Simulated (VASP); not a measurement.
# LiH (Pm-3m) in VASP: relaxation of cell and atoms with PBEsol

Aim: the relaxation of cell and atoms of LiH with PBEsol.

Everything below comes from runs of VASP 6.6.1. Logs are shortened: lines on timing, memory, paths and dates and some standing lists are left out, and cuts for length are marked.

### 1 Starting point

It takes space group Pm-3m (No. 221, cubic). Conventional cell: a = 2.506 Å, b = 2.506 Å, c = 2.506 Å, α = 90.00°, β = 90.00°, γ = 90.00°. Li (site symmetry m-3m) has 8 H at 2.17 Å as nearest neighbours. H (site symmetry m-3m) is surrounded by 8 Li at 2.17 Å.

The cell was built by a generator and needn't be a form met in nature.

### 2 Relaxation of cell and atoms, PBEsol

INCAR

```
SYSTEM = LiH
ALGO = Normal
EDIFF = 1E-7
EDIFFG = -0.005
ENCUT = 600
GGA = PS
IBRION = 2
ISIF = 3
ISMEAR = -1
LASPH = .TRUE.
LCHARG = .FALSE.
LREAL = .FALSE.
LWAVE = .FALSE.
NELM = 100
NSW = 80
PREC = Accurate
SIGMA = 0.02
```

KPOINTS

```
k-points
0
G
  10 10 10
  0 0 0
```

POSCAR

```
LiH
1.0
    2.5060075176      0.0000000000      0.0000000000
    0.0000000000      2.5060075176      0.0000000000
    0.0000000000      0.0000000000      2.5060075176
Li H
1 1
Direct
    0.0000000000      0.0000000000      0.0000000000
    0.5000000000      0.5000000000      0.5000000000
```

Potentials or basis: VASP PAW PBE potentials, release 64 (Li_sv, H).

Command:

```bash
cat potpaw_PBE.64/Li_sv/POTCAR potpaw_PBE.64/H/POTCAR > POTCAR
mpirun -np 1 vasp_std > vasp.out
```

OUTCAR:

```text
SYSTEM = LiH
   EDIFF = 1E-7
   EDIFFG = -0.005
   ENCUT = 600
   GGA = PS
   IBRION = 2
   ISIF = 3
   ISMEAR = -1
   LASPH = .TRUE.
   LREAL = .FALSE.
   NELM = 100
   NSW = 80
   PREC = Accurate

 ion  position               nearest neighbor table
   1  0.000  0.000  0.000-
   2  0.500  0.500  0.500-

  LATTYP: Found a simple cubic cell.
 ALAT       =     2.5060075176

  Lattice vectors:

 A1 = (   2.5060075176,   0.0000000000,   0.0000000000)
 A2 = (   0.0000000000,   2.5060075176,   0.0000000000)
 A3 = (   0.0000000000,   0.0000000000,   2.5060075176)

Analysis of symmetry for initial positions (statically):
=====================================================================
 Subroutine PRICEL returns:
 Original cell was already a primitive cell.

 Routine SETGRP: Setting up the symmetry group for a
 simple cubic supercell.

 Subroutine GETGRP returns: Found 48 space group operations
 (whereof 48 operations were pure point group operations)
 out of a pool of 48 trial point group operations.

The static configuration has the point symmetry O_h .

Analysis of symmetry for dynamics (positions and initial velocities):
=====================================================================
 Subroutine PRICEL returns:
 Original cell was already a primitive cell.

 Routine SETGRP: Setting up the symmetry group for a
 simple cubic supercell.

 Subroutine GETGRP returns: Found 48 space group operations
 (whereof 48 operations were pure point group operations)
 out of a pool of 48 trial point group operations.

The dynamic configuration has the point symmetry O_h .

 Subroutine INISYM returns: Found 48 space group operations
 (whereof 48 operations are pure point group operations),
 and found     1 'primitive' translations

----------------------------------------------------------------------------------------

                                     Primitive cell

  volume of cell :      15.7379

  direct lattice vectors                    reciprocal lattice vectors
     2.506007518  0.000000000  0.000000000     0.399041101  0.000000000  0.000000000
     0.000000000  2.506007518  0.000000000     0.000000000  0.399041101  0.000000000
     0.000000000  0.000000000  2.506007518     0.000000000  0.000000000  0.399041101

  length of vectors
     2.506007518  2.506007518  2.506007518     0.399041101  0.399041101  0.399041101

  position of ions in fractional coordinates (direct lattice)
     0.000000000  0.000000000  0.000000000
     0.500000000  0.500000000  0.500000000

  ion indices of the primitive-cell ions
   primitive index   ion index
                 1           1
                 2           2

----------------------------------------------------------------------------------------

 KPOINTS: k-points

Automatic generation of k-mesh.
 Grid dimensions read from file:
 generate k-points for:   10   10   10

 Generating k-lattice:

  Cartesian coordinates                     Fractional coordinates (reciprocal lattice)
     0.039904110  0.000000000  0.000000000     0.100000000  0.000000000  0.000000000
     0.000000000  0.039904110  0.000000000     0.000000000  0.100000000  0.000000000
     0.000000000  0.000000000  0.039904110     0.000000000  0.000000000  0.100000000

  Length of vectors
     0.039904110  0.039904110  0.039904110

  Shift w.r.t. Gamma in fractional coordinates (k-lattice)
     0.000000000  0.000000000  0.000000000

 Subroutine IBZKPT returns following result:
 ===========================================

 Found     56 irreducible k-points:

 Following reciprocal coordinates:
            Coordinates               Weight
  0.000000  0.000000  0.000000      1.000000
  0.100000  0.000000  0.000000      6.000000
  0.200000  0.000000  0.000000      6.000000
  0.300000  0.000000  0.000000      6.000000
  0.400000  0.000000  0.000000      6.000000
  0.500000  0.000000  0.000000      3.000000
[... 16 lines left out ...]
  0.200000  0.100000  0.100000     24.000000
  0.300000  0.100000  0.100000     24.000000
 [... further k-points ...]
   k-points           NKPTS =     56   k-points in BZ     NKDIM =     56   number of bands    NBANDS=      6
   number of dos      NEDOS =    301   number of ions     NIONS =      2
   total plane-waves  NPLWV =   8000
   dimension x,y,z NGX =    20 NGY =   20 NGZ =   20
   dimension x,y,z NGXF=    40 NGYF=   40 NGZF=   40
   ions per type =               1   1
   NGX,Y,Z   is equivalent  to a cutoff of  13.27, 13.27, 13.27 a.u.
   NGXF,Y,Z  is equivalent  to a cutoff of  26.54, 26.54, 26.54 a.u.
 SYSTEM =  LiH
   PREC   = accura    normal or accurate (medium, high low for compatibility)
   ISTART =      0    job   : 0-new  1-cont  2-samecut
   ICHARG =      2    charge: 1-file 2-atom 10-const
   ISPIN  =      1    spin polarized calculation?
   LNONCOLLINEAR =      F non collinear calculations
   LSORBIT =      F    spin-orbit coupling
   LASPH  =      T    aspherical Exc in radial PAW
   ENCUT  =  600.0 eV  44.10 Ry    6.64 a.u.   5.01  5.01  5.01*2*pi/ulx,y,z
   NELM   =    100;   NELMIN=  2; NELMDL= -5     # of ELM steps
   EDIFF  = 0.1E-06   stopping-criterion for ELM
   LREAL  =      F    real-space projection
   EDIFFG = -.5E-02   stopping-criterion for IOM
   NSW    =     80    number of steps for IOM
   IBRION =      2    ionic relax: 0-MD 1-quasi-New 2-CG
   NFREE  =      1    steps in history (QN), initial steepest desc. (CG)
   ISIF   =      3    stress and relaxation
   ISYM   =      2    0-nonsym 1-usesym 2-fastsym
   POTIM  = 0.5000    time-step for ionic-motion
   TEBEG  =    0.0;   TEEND  =   0.0 temperature during run
   PSTRESS=    0.0 pullay stress
   NELECT =       4.0000    total number of electrons
   NUPDOWN=      -1.0000    fix difference up-down
   EMIN   =  10.00;   EMAX   =-10.00  energy-range for DOS
   EFERMI =   0.00;   METHOD = LEGACY
   ISMEAR =    -1;   SIGMA  =   0.02  broadening in eV -4-tet -1-fermi 0-gaus
   EFERMI_NEDOS =   21; number of points for ismear=-14 and -15
   IALGO  =     38    algorithm
   IMIX   =      4    mixing-type and parameters
     AMIX     =   0.40;   BMIX     =  1.00
     AMIX_MAG =   1.60;   BMIX_MAG =  1.00
  volume/ion in A,a.u.               =       7.87        53.10
  Fermi-wavevector in a.u.,A,eV,Ry     =   1.037001  1.959648 14.631308  1.075371
  Thomas-Fermi vector in A             =   2.171418
   LORBIT       =      0    0 simple, 1 ext, 2 COOP (PROOUT), +10 PAW based schemes
   GGA     = PS    functional components
   LHFCALC =     F    Hartree Fock is set to
   AEXX    =    0.0000 exact exchange contribution
   IVDW    =     0    specifies the selected vdW correction
   LEPSILON=     F    determine dielectric tensor
   LRPA    =     F    only Hartree local field effects (RPA)
 conjugate gradient relaxation of ions
 non-spin polarized calculation
  energy-cutoff  :      600.00
  volume of cell :       15.74
 maximum number of plane-waves:       552
   NGX = 11   NGY = 11   NGZ = 11

--------------------------------------- Ionic step        1  -------------------------------------------

 number of electron       4.0000012 magnetization

 Free energy of the ion-electron system (eV)
  ---------------------------------------------------
  ext. energy  EPLUGINS =         0.00000000
  ---------------------------------------------------
  free energy    TOTEN  =        -5.66952675 eV

  energy without entropy =       -5.66952674  energy(sigma->0) =       -5.66952675

------------------------ aborting loop because EDIFF is reached ----------------------------------------

  FORCE on cell =-STRESS in cart. coord.  units (eV):
  Direction    XX          YY          ZZ          XY          YZ          ZX
  --------------------------------------------------------------------------------------
  -------------------------------------------------------------------------------------
  Total       -0.0730156     -0.0730156     -0.0730156      0.0000000      0.0000000     -0.0000000
  in kB       -7.4332529     -7.4332529     -7.4332529      0.0000000      0.0000000     -0.0000000
  external PRESSURE =      -7.4332529 kB  Pullay stress =       0.0000000 kB
[... 57 lines left out ...]
  energy  without entropy=       -5.6698667312  energy(sigma->0) =       -5.66986674

--------------------------------------- Ionic step        3  -------------------------------------------

 number of electron       4.0000010 magnetization

 Free energy of the ion-electron system (eV)
  ---------------------------------------------------
  ext. energy  EPLUGINS =         0.00000000
  ---------------------------------------------------
  free energy    TOTEN  =        -5.67030955 eV

  energy without entropy =       -5.67030953  energy(sigma->0) =       -5.67030954

 E-fermi :   4.0172     XC(G=0):  -8.7932

 val. band max:        3.7983340374   @ k =   0.5000   0.5000   0.5000
 cond. band min:       4.2611122324   @ k =   0.5000   0.0000   0.0000
 fundamental gap:      0.4627781949
 Fermi energy:         4.0172486927

 k-point     1 :       0.0000    0.0000    0.0000
  band No.  band energies     occupation
      1     -43.8106      2.00000
      2      -5.3132      2.00000
      3      15.6258      0.00000
      4      15.6258      0.00000
      5      15.6258      0.00000
      6      16.5076      0.00000

 k-point     2 :       0.1000    0.0000    0.0000
  band No.  band energies     occupation
      1     -43.8048      2.00000
      2      -5.1607      2.00000
      3      12.8574      0.00000
      4      15.8535      0.00000
      5      15.8535      0.00000
      6      16.5757      0.00000
[... 190 lines left out ...]
 k-point    24 :       0.3000    0.1000    0.1000
  band No.  band energies     occupation
      1     -43.7608      2.00000
      2      -3.6941      2.00000
      3       7.1068      0.00000
      4      13.7010      0.00000
      5      14.6641      0.00000
      6      19.4199      0.00000

 [... further k-points ...]
[... 5 lines left out ...]
  --------------------------------------------------------------------------------------
  -------------------------------------------------------------------------------------
  Total       -0.0004984     -0.0004984     -0.0004984      0.0000000      0.0000000     -0.0000000
  in kB       -0.0518266     -0.0518266     -0.0518266      0.0000000      0.0000000     -0.0000000
  external PRESSURE =      -0.0518266 kB  Pullay stress =       0.0000000 kB
[... 17 lines left out ...]
  FREE ENERGIE OF THE ION-ELECTRON SYSTEM (eV)
  ---------------------------------------------------
  free  energy   TOTEN  =        -5.6703095518 eV

  energy  without entropy=       -5.6703095338  energy(sigma->0) =       -5.67030954

 reached required accuracy - stopping structural energy minimisation
```

Run time: 6.5 s. Hardware: 1 thread of Intel Xeon Platinum 8488C (Sapphire Rapids), shared host; peak memory 0.11 GiB.

What came out:

| Quantity | Value |
| --- | --- |
| Free energy | -5.6703 eV |
| Relaxed volume | 7.70 Å³/atom |
| Relaxed cell | a = 2.488 Å, b = 2.488 Å, c = 2.488 Å, α = 90.00°, β = 90.00°, γ = 90.00° |
| Space group after relaxing (to 0.05 Å) | Pm-3m (No. 221) |
| Energy gained by relaxing | 0.4 meV/atom |
| Ionic steps | 3 |
| Pressure after relaxing | 0.0 GPa |
| Band gap on the k mesh | 0.46 eV, indirect (least direct gap 4.03 eV) |

Step by step:
```csv
step,energy change (eV),largest force (eV/Å),pressure (GPa),volume (Å³)
1,0.0000,0.0000,-0.74,15.74
2,-0.0003,0.0000,-0.57,15.65
3,-0.0008,0.0000,-0.01,15.41
```

Final structure:
```
Li H
1.0
     2.48835    0.00000    0.00000
     0.00000    2.48835    0.00000
     0.00000    0.00000    2.48835
Li H
1 1
Cartesian
  0.0000 0.0000 0.0000
  1.2442 1.2442 1.2442
```

Caveat: the cutoff is under 1.25 times the usual one of these potentials, so pressure, stress and relaxed cells hold a basis-set (Pulay) error; the PAW data sets were made with another functional, which shifts forces and pressure a little.
